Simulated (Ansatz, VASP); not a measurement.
## One calculation of FeO (Wuestite), two programs

```
Fe O
1.0
     0.00000    2.15540    2.15540
     2.15540    0.00000    2.15540
     2.15540    2.15540    0.00000
Fe O
1 1
Direct
  0.01050 0.99977 0.02106
  0.51406 0.51299 0.49061
```

Change from the starting cell: atoms moved at random, drawn with an rms of 0.05 Å.

Alike in both runs: task single point; functional PBE; k mesh 11 × 11 × 11; occupations fermi-dirac, width 0.05 eV; collinear spin, ferromagnetic start.

|  | VASP | Ansatz |
| --- | --- | --- |
| version | VASP 6.6.1 | Ansatz 0.2.0 |
| potentials or method | VASP PAW PBE potentials, release 64 (Fe, O) | Ansatz PAW |
| plane-wave cutoff (eV) | 520 | 420 |
| valence electrons in the cell | 14 | 22 |

|  | VASP | Ansatz | Ansatz less VASP |
| --- | --- | --- | --- |
| gap on the k mesh at the Fermi level (eV) | none | none | - |
| pressure (GPa) | 0.4 | 0.3 | -0.15 |
| largest component of the traceless stress (GPa) | 0.37 | 0.36 | -0.010 |
| rms of the force components (eV/Å) | 0.137 | 0.132 | -0.0046 |
| net moment per atom (μB) | 2.00 | 2.00 | 0.000 |
| size of the moment on the site where the two differ most (μB) | 3.62 | 3.41 | -0.203 |

Site moments also hang on the region over which each program counts them. Atom by atom the forces differ by 0.005 eV/Å (rms over components). A gap of «none» marks a metal or a gap that the smearing closes. The two sets of potentials don't hold the same shells in valence.

Caveats: a cell with one magnetic atom can't hold antiferromagnetic order, which such compounds often take; semilocal functionals often make such compounds metallic where correlation or magnetic order opens a gap, which also shifts bond lengths; the pressure holds a Pulay correction of +0.7 GPa for the finite cutoff (Ansatz).
